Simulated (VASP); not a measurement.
A run of VASP 6.6.1 is set up as follows.

Contents of INCAR:

```
PREC = Accurate
ENCUT = 520
EDIFF = 1E-8
ISMEAR = -1
SIGMA = 0.08
LREAL = F
LASPH = T
NELM = 100
ALGO = Fast
ISIF = 2
LWAVE = F
LCHARG = F
GGA = PE
LEFG = T
NBANDS = 16
```

The input KPOINTS:

```
regular mesh
0
Gamma
  10 10 10
```

The input POSCAR:

```
InAs
1.0
    0.0000000000      3.0240000000      3.0240000000
    3.0240000000      0.0000000000      3.0240000000
    3.0240000000      3.0240000000      0.0000000000
In As
1 1
Direct
    0.0000000000      0.0000000000      0.0000000000
    0.7500000000      0.7500000000      0.7500000000
```

Potentials or basis: VASP PAW PBE potentials, release 64 (In_d, As).

The run is started by

```sh
$ cat potpaw_PBE.64/In_d/POTCAR potpaw_PBE.64/As/POTCAR > POTCAR
$ mpirun -np 1 vasp_std > vasp.out
```

**Question.** Predict the band gap on the k mesh.

**Answer.** None (metal or under the smearing width).

**Question.** What does it give for the pressure?

**Answer.** 3.9 GPa.

Electric field gradients, principal values (V/Å²):
| atom | Vxx | Vyy | Vzz |
| --- | --- | --- | --- |
| 1 In | 0.000 | 0.000 | -0.001 |
| 2 As | 0.000 | 0.000 | 0.000 |

**Measured values to compare with.**

From a printed reference work, data compilation, for a bulk crystal of InAs at 4.2 K: band gap 0.418 eV (direct).

A measured gap of InAs is 0.418 eV (direct; 4.2 K; a printed reference work, data compilation); the calculated 0.00 eV misses it by -0.42 eV. Spin-orbit coupling on As, In is left out. The value is that of PBE on a finite k mesh, which can miss the band edges, without temperature or zero-point motion. Semilocal functionals fall short of measured gaps as a rule.
